Could diamond be held together by springs that simply join pairs of atoms? Such springs resist a change of distance but are indifferent to the angle between two bonds. The elastic constants answer the question because central springs force two of them to be equal when all atoms follow the strain evenly. In diamond, computed with the PBE density functional, those two differ by a factor of more than four.

The computed values for diamond come from ABINIT 10.8.3, using density-functional theory with the PBE functional, PseudoDojo v0.4.1 standard norm-conserving potentials, a 1116 eV plane-wave cutoff and a shifted 6 × 6 × 6 k-point mesh. The cell was relaxed to zero pressure, and the elastic constants include the relaxation of the atoms under strain.

```csv
row,computed constant (GPa),what it is,measured constant (GPa),"label in the paper, method, sample",source
1,126,C12,n/a,n/a,n/a
2,437.3,bulk modulus (Hill),n/a,n/a,n/a
3,n/a,n/a,441.8,adiabatic bulk modulus; ultrasonic measurement; bulk crystal,pmc:4962311 (2016)
4,n/a,n/a,442,B0 from ultrasound; ultrasonic measurement; bulk crystal,arXiv:cond-mat/0702656 (2007)
5,n/a,n/a,443,"bulk modulus of diamond, quoted experimental value; not stated; bulk crystal",arXiv:1701.05631 (2017)
6,n/a,n/a,444.8,B0 from Brillouin scattering; Brillouin scattering; bulk crystal,arXiv:cond-mat/0702656 (2007)
7,562,C44,n/a,n/a,n/a
8,1060,C11,n/a,n/a,n/a
```

Three constants describe a cubic crystal. C11 is the stress along a cube axis per unit of stretch along that axis, with the sides held fixed. C12 is the stress that the same stretch causes on the sides, and C44 is the resistance to a shear that tilts the cube axes towards each other. The computed rows all belong to one crystal, relaxed to zero pressure, so the pattern to look for is a relation between constants.

**The smallest constant: C12, 126 GPa**

This is the row that breaks the picture of central springs. When the crystal is strained, a central spring takes up energy only through its change of length. A spring whose direction has components x and y along two cube axes then adds to C12 and to C44 in the same proportion, x²y². The two constants must therefore be equal at zero pressure, however far the springs reach, provided that all atoms follow the strain evenly. The calculation gives C44 under exactly that condition (clamped ions) as 565 GPa, about 4.5 times C12.

The accepted cause is the stiffness of the bond angles, which is expected for four directed covalent bonds. Stretch the crystal along one axis with its sides fixed. The lengthened bonds pull the sides inwards, while the distorted angles push them outwards, because sideways growth would restore the tetrahedral shape. The two effects oppose each other in C12, whereas in a shear both resist. Stiff angles thus lower C12 and raise C44.

**The bulk modulus and its measured counterparts, 437 to 445 GPa**

The computed bulk modulus is no independent result, for it equals (C11 + 2·C12)/3. It lies 1.0 to 1.7% below the four measured values, one of which is quoted in its source without a method. PBE is known to make the bonds of diamond slightly too long, which goes with a softer crystal. The measured crystals are softened in turn by zero-point motion and temperature, which the calculation leaves out, so the functional's own error is probably larger than the gap suggests. How much each of these effects contributes cannot be read from these data.

This good agreement leaves the break itself untested. Uniform compression shortens all bonds and leaves every angle as it was, so it hardly probes what separates C12 from C44. The table has no measured value of either constant.

**The shear constant: C44, 562 GPa**

If stiff angles are the cause, a model with one constant for stretching bonds, s, and one for bending them, b, should repair the failure. The Keating model is a well-known one of this kind. With q for a quarter of the cube edge, it gives

C11 = (s + 3b)/4q and C12 = (s − b)/4q.

The minus sign in C12 is the opposition described above. Two constants are found exactly from two values, and C44 is left over as a test. Subtraction gives b/q = C11 − C12 = 1060 − 126 = 934 GPa. Likewise s/q = C11 + 3·C12 = 1060 + 378 = 1438 GPa. In this model b is thus about 0.65 times s, which is far from a small correction. The ratio is not a pure comparison of angles with lengths, because the model's bending term also responds somewhat to bond length.

For shear the model combines the two like springs in series:

C44 = (s/q)(b/q)/(s/q + b/q) = 934 × 1438/(934 + 1438) ≈ 566 GPa.

The computed value is 562 GPa, so the model misses by less than one per cent a constant that central springs misjudge several times over. Taken alone, this would look like proof that two constants contain the whole elasticity of diamond.

The parts of C44 tell a different story. Diamond consists of two interlocking sublattices, and under shear they may shift against each other and relieve some of the stress. In the model C44 starts at 593 GPa with clamped ions and loses 27 GPa through this shift. In the full calculation it starts at 565 GPa and loses only 3 GPa. The model begins about 5% too stiff and then relaxes nine times too much, and the two errors nearly cancel.

A vibration shows where the second error arises. In the optical mode at the zone centre the two sublattices swing against each other, and the model puts its frequency 20% above the computed 1290 cm⁻¹. Its sublattices are therefore held too firmly, which by itself would make the relaxation too small. Since the relaxation is too large, the model must exaggerate the force with which a shear drives the sublattices apart. Interactions beyond a single bond or angle may be what is missing, but these data do not identify them.

What survives is the need for forces that are not central, and resistance to bending is the simplest one that raises C44 above C12. What does not survive is the use of s and b as a faithful account of how the atoms move inside the strained cell.

**The largest constant: C11, 1060 GPa**

At the bottom of the table stretching and bending add, and bending enters with a threefold weight. Setting b to zero shows how much depends on it. C11 would then fall and C12 rise until the two were equal, and C44 would vanish once the sublattices were free to shift. With only four neighbours each, atoms joined by nearest-neighbour central springs form a framework that resists compression but gives way to shear. In this picture it is the stiffness of the angles that lets diamond resist shear.

The same balance decides how much a stretched bar narrows. A bar of diamond pulled along a cube axis, with its sides free, narrows by the fraction C12/(C11 + C12) = 126/(1060 + 126) of its relative elongation, or about a tenth. Most engineering metals narrow by about three tenths. The angles that keep C12 small also keep the bar from thinning much.

Silicon has the same structure and the same four bonds, but its angles are known to be softer in relation to its bond lengths. The minus sign in C12 then removes less, so C12 is a larger fraction of C11 and lies much closer to C44. For a neighbouring tetrahedral crystal, the question to ask first is how stiff its angles are beside its bonds: the stiffer they are, the smaller C12 is expected to be beside C44. Where the angles are soft enough, C12 can even exceed C44, because a shift of the sublattices then relieves much of the shear stress.
